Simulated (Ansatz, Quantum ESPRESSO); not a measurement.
Fitting the PBE energy curve of Au

```cif
data_structure
_symmetry_space_group_name_H-M 'P 1'
_symmetry_Int_Tables_number 1
_cell_length_a 2.7484
_cell_length_b 2.7484
_cell_length_c 2.7484
_cell_angle_alpha 90.000
_cell_angle_beta 90.000
_cell_angle_gamma 90.000
_cell_volume 20.76
loop_
_atom_site_label
_atom_site_type_symbol
_atom_site_fract_x
_atom_site_fract_y
_atom_site_fract_z
_atom_site_occupancy
Au1 Au 0.50000 0.50000 0.50000 1
```

This isn't the form of Au at room conditions, which is fcc.

The cell was scaled at fixed shape and fractions and run with Quantum ESPRESSO, SSSP 1.3 efficiency PBE, cutoff 816 eV; PBE, k mesh 10 × 10 × 10 on the cell of 1 atom, fermi-dirac occupations of 0.05 eV, no spin polarisation, no spin-orbit coupling. Energies are those that the program minimises, any entropy of the smearing included. For a metal such a mesh isn't converged to the digits shown.

```csv
V (Å³/atom),energy over the lowest row (meV/atom)
19.5152,24.971
19.9304,10.173
20.3456,?
20.7608,0.000
21.1760,3.382
21.5913,11.592
22.0065,23.993
```

Task: Fit the third-order Birch-Murnaghan form, give V0, B0 and B′, and predict the energy left open.

Result: With y = (V0/V)^(2/3), E = E0 + (9 V0 B0/16) [(y - 1)³ B′ + (y - 1)² (6 - 4y)]. Least squares through the rows shown give V0 = 20.7026 Å³/atom, E0 = -0.019 meV, B0 = 105.2 GPa (1 eV/Å³ = 160.218 GPa) and B′ = 4.66, with a largest miss of 0.041 meV. At V = 20.3456 the form with these constants gives 2.070 meV; the run gave 2.058 meV an atom. Other set-ups at this level, from all their volumes (Å³/atom, GPa): Ansatz, Ansatz PAW (earlier soft set): V0 20.807, B0 104.2.
